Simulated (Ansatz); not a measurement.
**MgZn7O8: 17O NMR of the central transition**

Cell: a computed structure from the Materials Project (it need not be an observed phase), atoms as given.

Space group P3m1 (No. 156); a = 6.4904, c = 5.2022 Å, γ = 120.00°.

| site | Wyckoff | site symmetry | x | y | z |
| --- | --- | --- | --- | --- | --- |
| Mg | 1a | 3m. | 0.0000 | 0.0000 | 0.4994 |
| Zn2 | 3d | .m. | 0.4992 | 0.9984 | 0.4976 |
| Zn3 | 3d | .m. | 0.1667 | 0.8333 | 0.0003 |
| Zn8 | 1c | 3m. | 0.6667 | 0.3333 | 0.9983 |
| O9 | 1a | 3m. | 0.0000 | 0.0000 | 0.8787 |
| O10 | 1c | 3m. | 0.6667 | 0.3333 | 0.3801 |
| O11 | 3d | .m. | 0.0004 | 0.5002 | 0.8796 |
| O14 | 3d | .m. | 0.1657 | 0.8343 | 0.3810 |

One atom of each set is listed.

The numbers come from a DFT calculation in Ansatz (r2SCAN, plane waves and PAW, scalar-relativistic, 500 eV cutoff, Γ-centred 4×4×5 k-points, Fermi–Dirac smearing 0.02 eV).

17O has I = 5/2 and Q = -25.58 mb (Pyykkö 2018); at 16.4 T its Larmor frequency is ν₀ = 94.7 MHz. Only the quadrupole interaction is simulated: positions count from each site's isotropic chemical shift, and J coupling is left out, as are shift anisotropy and dipolar coupling, which fast spinning averages.

(1) What does the 17O spectrum (fast magic-angle spinning) show for each site?

Results:

(1) 

| site | first shell | C_Q (MHz) | η | P_Q (MHz) | δ_QIS (ppm) | breadth (kHz) |
| --- | --- | --- | --- | --- | --- | --- |
| O9 | 1 Mg at 1.97 Å, 3 Zn at 1.98 Å; also 1 Mg at 3.23 Å | 2.11 | 0.00 | 2.11 | -2.98 | 0.604 |
| O10 | 4 Zn at 1.98–1.99 Å; also 1 Zn at 3.22 Å | 0.164 | 0.00 | 0.164 | -0.0180 | 0.00366 |
| O11 | 4 Zn at 1.97–1.99 Å; also 1 Zn at 3.22 Å | 0.152 | 0.08 | 0.152 | -0.0154 | 0.00321 |
| O14 | 1 Mg at 1.96 Å, 3 Zn at 1.97–1.98 Å; also 1 Zn at 3.22 Å | 2.05 | 0.13 | 2.06 | -2.83 | 0.596 |

δ_QIS = −(ν_Q²/30ν₀²)[I(I+1) − 3/4](1 + η²/3) × 10⁶ ppm with ν_Q = 3|C_Q|/[2I(2I−1)]; it falls as 1/B₀² in ppm, and the breadth as 1/B₀ in kHz.

An axis of threefold or higher order runs through O9 and O10, so V_zz lies along it and η is zero. At O14 V_zz points along its one bond to Mg (within 2°).

The run took 34 s of wall time (33 s of CPU time) and 0.97 GiB at its peak, on 1 thread of Intel Xeon 6975P-C (Granite Rapids) (x86_64; 16 cores open to the job, memory cap 2.5 GiB, no GPU), a shared host with a load of 0.3 a core.
